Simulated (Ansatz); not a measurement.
Wanted: the native input for an Ansatz 0.2.0 run.

* Task: relaxation of cell and atoms
* Functional: PBE0
* Potentials or basis: Ansatz PAW
* Cutoff: 420 eV (not typed: the program's choice for these potentials)
* k mesh: 4 × 4 × 5
* Occupations: fermi-dirac, width 0.05 eV
* Spin: no spin polarisation

The system is Si.

```
CELL_PARAMETERS angstrom
4.12095 0.00000 0.00000
-2.06047 3.56885 0.00000
0.00000 0.00000 2.65479
ATOMIC_POSITIONS crystal
Si 0.33333 0.66667 0.50000
Si 0.66667 0.33333 0.50000
```

The cell was built by a generator and needn't be a form met in nature.

These files were run (other wordings do the same):

input

```
crystal:
  lattice:
    - [4.12095, 0.0, 0.0]
    - [-2.06047, 3.56885, 0.0]
    - [0.0, 0.0, 2.65479]
  atoms:
    - { symbol: Si, position: [0.33333, 0.66667, 0.5] }
    - { symbol: Si, position: [0.66667, 0.33333, 0.5] }
hamiltonian:
  xc: pbe0
  pseudopotentials: { kind: paw }
kpoints:
  mp_grid: { grid: [4, 4, 5] }
scf:
  occupations: { method: fermi_dirac, width: 0.05 }
output:
  forces: true
  stress: true
  eigenvalues: true
relax:
  f_tol: 0.01
  max_steps: 40
  cell: { stress_tol: 0.05 }
```

It gave:

- Relaxed volume: 18.85 Å³/atom
- Relaxed cell: a = 4.132 Å, b = 4.132 Å, c = 2.550 Å, α = 90.00°, β = 90.00°, γ = 120.00°
- Space group after relaxing (to 0.05 Å): P6/mmm (No. 191)
- Energy gained by relaxing: 28.8 meV/atom
- Ionic steps: 5
- Pressure after relaxing: 0.0 GPa
- Band gap on the k mesh: none (metal or under the smearing width)

Caveat: the k mesh is coarse (spacing up to 0.47 Å⁻¹), so the values aren't converged, least of all with exact exchange; the plane-wave basis is chosen anew once the cell has moved, so the energies of steps on either side of that aren't comparable; the PAW data sets come from PBE, with cores solved anew for the run's functional, which leaves a small shift of forces and pressure.

Wall time 22 s on 1 × NVIDIA H100 80GB HBM3 with 2 threads of AMD EPYC 7R13 Processor (Zen 3), on a shared host, peak memory 1.4 GiB.
